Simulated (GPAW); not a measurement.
A calculation with GPAW 26.7.0 of CoSi (ASE script, structure typed inline):

Contents of run.py:

```python
from ase import Atoms
from ase.dft.bandgap import bandgap
from ase.io import write
from ase.units import GPa
from gpaw import GPAW, PW

atoms = Atoms(['Co', 'Si'],
              cell=[[2.781334, 0.0, 0.0],
                    [0.0, 2.781334, 0.0],
                    [0.0, 0.0, 2.781334]],
              scaled_positions=[[0.0, 0.0, 0.0],
                                [0.5, 0.5, 0.5]],
              pbc=True)
atoms.set_initial_magnetic_moments([2.0, 0.0])

calc = GPAW(mode=PW(600),
            xc='PBE',
            kpts={'size': (10, 10, 10), 'gamma': True},
            occupations={'name': 'fermi-dirac', 'width': 0.05},
            nbands=16,
            convergence={'density': 1e-05, 'energy': 1e-05},
            maxiter=150,
            txt='gpaw.txt')
atoms.calc = calc
energy = atoms.get_potential_energy()
forces = atoms.get_forces()
stress = atoms.get_stress()
calc.write('gs.gpw')
write('result.traj', atoms)
print(f'Energy: {energy:.6f} eV')
print('Forces (eV/A):')
print(forces.round(4))
print('Stress (GPa):', (stress / GPa).round(3))
print('Moments:', calc.get_magnetic_moments().round(3))
print('Fermi level:', round(calc.get_fermi_level(), 4), 'eV')
print(f'Gap: {bandgap(calc)[0]:.4f} eV, direct: {bandgap(calc, direct=True)[0]:.4f} eV')
```

Potentials or basis: GPAW PAW data sets (gpaw-data 1.2.1), pw.

Launch:

```console
$ OMP_NUM_THREADS=1 python run.py
```

Measurements of this composition are mostly on another form, of space group No. 198.

Q: Write the same calculation in another form: cli, structure from a P1 CIF.

A: As run:

CoSi.cif

```cif
data_CoSi
_cell_length_a 2.78133400
_cell_length_b 2.78133400
_cell_length_c 2.78133400
_cell_angle_alpha 90.00000000
_cell_angle_beta 90.00000000
_cell_angle_gamma 90.00000000
_space_group_name_H-M_alt 'P1'
_space_group_name_Hall 'P 1'
_space_group_IT_number 1
loop_
_space_group_symop_operation_xyz
'x,y,z'
loop_
_atom_site_label
_atom_site_type_symbol
_atom_site_symmetry_multiplicity
_atom_site_Wyckoff_symbol
_atom_site_fract_x
_atom_site_fract_y
_atom_site_fract_z
_atom_site_occupancy
Co1 Co 1 a 0.0000000000 0.0000000000 0.0000000000 1
Si1 Si 1 a 0.5000000000 0.5000000000 0.5000000000 1
```

Potentials or basis: GPAW PAW data sets (gpaw-data 1.2.1), pw.

The run is started by

```console
$ OMP_NUM_THREADS=1 gpaw run CoSi.cif -p 'mode=PW(600),xc=PBE,kpts={size:(10,10,10),gamma:True},occupations={name:fermi-dirac,width:0.05},nbands=16,convergence={density:1e-05,energy:1e-05},maxiter=150,txt=gpaw.txt' --properties efsMm -w gs.gpw --modify 'atoms.set_initial_magnetic_moments([2.0, 0.0])'
```

Both were run:

|  | ASE script, structure typed inline | cli, structure from a P1 CIF |
| --- | --- | --- |
| Pressure | 1.8 GPa | 1.8 GPa |
| Band gap on the k mesh | none (metal or under the smearing width) | none (metal or under the smearing width) |
| Net moment | 0.55 μB per cell | 0.55 μB per cell |
| Site moments | Co +0.56; Si +0.01 μB | Co +0.56; Si +0.01 μB |

Keys that steer only the numerical path or the files written may differ.
